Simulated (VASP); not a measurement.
# MoP (P-6m2) in VASP: relaxation of cell and atoms with PBE

Aim: the relaxation of cell and atoms of MoP with PBE.

Program: VASP 6.6.1. These are calculated values, not measurements. Logs are shortened: lines on timing, memory, paths and dates and some standing lists are left out, and cuts for length are marked.

## Step 1: The structure

It takes space group P-6m2 (No. 187, hexagonal). The conventional cell has a = 3.223 Å, b = 3.223 Å, c = 3.191 Å, α = 90.00°, β = 90.00°, γ = 120.00°. Mo (site symmetry -6m2) is surrounded by 6 P at 2.45 Å. Around P (site symmetry -6m2) lie 6 Mo at 2.45 Å.

## Step 2: Relaxation of cell and atoms, PBE

Input file INCAR:

```
  PREC = Accurate
  ENCUT = 600
  EDIFF = 1E-7
  ISMEAR = 0
  SIGMA = 0.1
  LREAL = False
  LASPH = True
  NELM = 80
  ALGO = Normal
  ISIF = 3
  LWAVE = False
  LCHARG = False
  GGA = PE
  IBRION = 2
  NSW = 80
  EDIFFG = -0.004
```

Input file KPOINTS:

```
Automatic mesh
0
Gamma
  15 15 14
```

Input file POSCAR:

```
MoP
1.0
    3.2230000000      0.0000000000      0.0000000000
   -1.6115000000      2.7911998800      0.0000000000
    0.0000000000      0.0000000000      3.1910000000
Mo P
1 1
Direct
    0.0000000000      0.0000000000      0.0000000000
    0.3333333300      0.6666666700      0.5000000000
```

Potentials or basis: VASP PAW PBE potentials, release 64 (Mo_sv, P).

Started as:

```sh
cat potpaw_PBE.64/Mo_sv/POTCAR potpaw_PBE.64/P/POTCAR > POTCAR
mpirun -np 1 vasp_std > vasp.out
```

OUTCAR:

```text
PREC = Accurate
   ENCUT = 600
   EDIFF = 1E-7
   ISMEAR = 0
   LREAL = False
   LASPH = True
   NELM = 80
   ISIF = 3
   GGA = PE
   IBRION = 2
   NSW = 80
   EDIFFG = -0.004

 ion  position               nearest neighbor table
   1  0.000  0.000  0.000-   2 2.45   2 2.45   2 2.45   2 2.45   2 2.45   2 2.45
   2  0.333  0.667  0.500-   1 2.45   1 2.45   1 2.45   1 2.45   1 2.45   1 2.45

  LATTYP: Found a hexagonal cell.
 ALAT       =     3.2230000000
 C/A-ratio  =     0.9900713621

  Lattice vectors:

 A1 = (   3.2230000000,   0.0000000000,   0.0000000000)
 A2 = (  -1.6115000000,   2.7911998800,   0.0000000000)
 A3 = (   0.0000000000,   0.0000000000,   3.1910000000)

Analysis of symmetry for initial positions (statically):
=====================================================================
 Subroutine PRICEL returns:
 Original cell was already a primitive cell.

 Routine SETGRP: Setting up the symmetry group for a
 hexagonal supercell.

 Subroutine GETGRP returns: Found 12 space group operations
 (whereof 12 operations were pure point group operations)
 out of a pool of 24 trial point group operations.

The static configuration has the point symmetry D_3h.

Analysis of symmetry for dynamics (positions and initial velocities):
=====================================================================
 Subroutine PRICEL returns:
 Original cell was already a primitive cell.

 Routine SETGRP: Setting up the symmetry group for a
 hexagonal supercell.

 Subroutine GETGRP returns: Found 12 space group operations
 (whereof 12 operations were pure point group operations)
 out of a pool of 24 trial point group operations.

The dynamic configuration has the point symmetry D_3h.

 Subroutine INISYM returns: Found 12 space group operations
 (whereof 12 operations are pure point group operations),
 and found     1 'primitive' translations

----------------------------------------------------------------------------------------

                                     Primitive cell

  volume of cell :      28.7064

  direct lattice vectors                    reciprocal lattice vectors
     3.223000000  0.000000000  0.000000000     0.310269935  0.179134430  0.000000000
    -1.611500000  2.791199880  0.000000000     0.000000000  0.358268860  0.000000000
     0.000000000  0.000000000  3.191000000     0.000000000  0.000000000  0.313381385

  length of vectors
     3.223000000  3.223000003  3.191000000     0.358268861  0.358268860  0.313381385
[... 104 lines left out ...]
  Thomas-Fermi vector in A             =   2.546951
   LORBIT       =      0    0 simple, 1 ext, 2 COOP (PROOUT), +10 PAW based schemes
   GGA     = PE    functional components
   LHFCALC =     F    Hartree Fock is set to
   AEXX    =    0.0000 exact exchange contribution
   IVDW    =     0    specifies the selected vdW correction
   LEPSILON=     F    determine dielectric tensor
   LRPA    =     F    only Hartree local field effects (RPA)
 conjugate gradient relaxation of ions
 non-spin polarized calculation
 Gauss-broadening in eV      SIGMA  =   0.10
  energy-cutoff  :      600.00
  volume of cell :       28.71
 maximum number of plane-waves:       974
 NGX is ok and might be reduce to    28
   NGX = 13   NGY = 13   NGZ = 13

--------------------------------------- Ionic step        1  -------------------------------------------

 number of electron      18.9999999 magnetization

 Free energy of the ion-electron system (eV)
  ---------------------------------------------------
  ext. energy  EPLUGINS =         0.00000000
  ---------------------------------------------------
  free energy    TOTEN  =       -17.66670750 eV

  energy without entropy =      -17.66186952  energy(sigma->0) =      -17.66428851

------------------------ aborting loop because EDIFF is reached ----------------------------------------

  FORCE on cell =-STRESS in cart. coord.  units (eV):
  Direction    XX          YY          ZZ          XY          YZ          ZX
  --------------------------------------------------------------------------------------
  -------------------------------------------------------------------------------------
  Total        0.5225387      0.5225387      0.4367708     -0.0000000      0.0000000      0.0000000
  in kB       29.1642597     29.1642598     24.3773293     -0.0000000      0.0000000      0.0000000
  external PRESSURE =      27.5686163 kB  Pullay stress =       0.0000000 kB
[... 95 lines left out ...]
--------------------------------------- Ionic step        4  -------------------------------------------

 number of electron      18.9999999 magnetization

 Free energy of the ion-electron system (eV)
  ---------------------------------------------------
  ext. energy  EPLUGINS =         0.00000000
  ---------------------------------------------------
  free energy    TOTEN  =       -17.66995758 eV

  energy without entropy =      -17.66501527  energy(sigma->0) =      -17.66748642

 E-fermi :  11.7060     XC(G=0): -12.5302

 val. band max:       11.7053113258   @ k =   0.3333   0.0667   0.1429
 cond. band min:      11.7107719923   @ k =   0.2667   0.1333   0.2143
 fundamental gap:      0.0054606665
 Fermi energy:        11.7060089389

 k-point     1 :       0.0000    0.0000    0.0000
  band No.  band energies     occupation
      1     -49.4830      2.00000
      2     -23.6256      2.00000
      3     -23.4337      2.00000
      4     -23.4337      2.00000
      5      -2.1126      2.00000
      6       7.6250      2.00000
      7       8.4369      2.00000
      8       8.4369      2.00000
      9      11.0545      2.00000
     10      11.9964      0.00004
     11      11.9964      0.00004
     12      15.7940      0.00000
     13      15.7940      0.00000
[... 354 lines left out ...]
  band No.  band energies     occupation
      1     -49.4504      2.00000
      2     -23.7176      2.00000
      3     -23.5791      2.00000
      4     -23.5771      2.00000
      5       0.7069      2.00000
      6       4.9195      2.00000
      7       7.2008      2.00000
      8       7.9907      2.00000
      9      10.5810      2.00000
     10      10.9298      2.00000
     11      12.5763      0.00000
     12      13.3273      0.00000
     13      17.7074      0.00000

 [... further k-points ...]

------------------------ aborting loop because EDIFF is reached ----------------------------------------

  FORCE on cell =-STRESS in cart. coord.  units (eV):
  Direction    XX          YY          ZZ          XY          YZ          ZX
  --------------------------------------------------------------------------------------
  -------------------------------------------------------------------------------------
  Total       -0.0026774     -0.0026774      0.0001842      0.0000000     -0.0000000      0.0000000
  in kB       -0.1475287     -0.1475287      0.0101477      0.0000000     -0.0000000      0.0000000
  external PRESSURE =      -0.0949699 kB  Pullay stress =       0.0000000 kB
[... 17 lines left out ...]
  FREE ENERGIE OF THE ION-ELECTRON SYSTEM (eV)
  ---------------------------------------------------
  free  energy   TOTEN  =       -17.6699575772 eV

  energy  without entropy=      -17.6650152708  energy(sigma->0) =      -17.66748642

 reached required accuracy - stopping structural energy minimisation
```

CONTCAR:

```text
MoP
   1.00000000000000
     3.2416683649440730    0.0000000000000000    0.0000000000000000
    -1.6208341824720365    2.8073671583514010    0.0000000000000000
     0.0000000000000000   -0.0000000000000000    3.1950601655796480
  Mo              P
     1     1
Direct
     0.0000000000000000    1.0000000000000000    0.0000000000000000
     0.3333333300000021    0.6666666699999979    0.5000000000000000

  0.00000000E+00  0.00000000E+00  0.00000000E+00
  0.00000000E+00  0.00000000E+00  0.00000000E+00
```

Wall time 1.7 min (1 thread of Intel Xeon 6975P-C (Granite Rapids), shared host); peak memory 0.25 GiB.

What came out:

- Free energy: -17.6700 eV
- Relaxed volume: 14.54 Å³/atom
- Relaxed cell: a = 3.242 Å, b = 3.242 Å, c = 3.195 Å, α = 90.00°, β = 90.00°, γ = 120.00°
- Space group after relaxing (to 0.05 Å): P-6m2 (No. 187)
- Energy gained by relaxing: 1.6 meV/atom
- Ionic steps: 4
- Pressure after relaxing: 0.0 GPa
- Band gap on the k mesh: none (metal or under the smearing width)

The path:
```csv
step,energy change (eV),largest force (eV/Å),pressure (GPa),volume (Å³)
1,0.0000,0.0000,2.76,28.71
2,0.0075,0.0000,-4.91,29.74
3,-0.0030,0.0000,-0.05,29.06
4,-0.0033,0.0000,-0.01,29.08
```

Final structure:
```cif
data_structure
_symmetry_space_group_name_H-M 'P 1'
_symmetry_Int_Tables_number 1
_cell_length_a 3.2417
_cell_length_b 3.2417
_cell_length_c 3.1951
_cell_angle_alpha 90.000
_cell_angle_beta 90.000
_cell_angle_gamma 120.000
_cell_volume 29.08
loop_
_atom_site_label
_atom_site_type_symbol
_atom_site_fract_x
_atom_site_fract_y
_atom_site_fract_z
_atom_site_occupancy
Mo1 Mo 0.00000 0.00000 0.00000 1
P1 P 0.33333 0.66667 0.50000 1
```

PBE usually gives volumes a little too large and moduli too small. Zero-point motion and thermal expansion aren't in these numbers.
